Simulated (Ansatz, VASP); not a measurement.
**Two plane-wave programs on GaN**

```
Ga N
1.0
     3.30003    0.00000    0.00000
    -1.65002    2.85791    0.00000
     0.00000    0.00000    4.75588
Ga N
2 2
Direct
  0.33333 0.66667 0.25000
  0.66667 0.33333 0.75000
  0.66667 0.33333 0.25000
  0.33333 0.66667 0.75000
```

Alike in both runs: task single point; functional r2SCAN; k mesh 6 × 6 × 4; no spin polarisation.

```csv
,VASP,Ansatz
version,VASP 6.6.1,Ansatz 0.2.0
potentials or method,"VASP PAW PBE potentials, release 64 (Ga_d, N)","plane waves, PAW"
plane-wave cutoff (eV),520,500
occupations,"gaussian, width 0.01 eV",fixed
valence electrons in the cell,36,36
```

VASP gave:

* gap on the k mesh at the Fermi level (eV): 1.88

Task: What did Ansatz give for the same quantities?

Result: gap on the k mesh at the Fermi level (eV): 1.87.

Caveats: the PAW data sets were made with another functional, which shifts forces and pressure a little (VASP). r2SCAN opens gaps a little over a GGA but as a rule still falls short of measured ones.
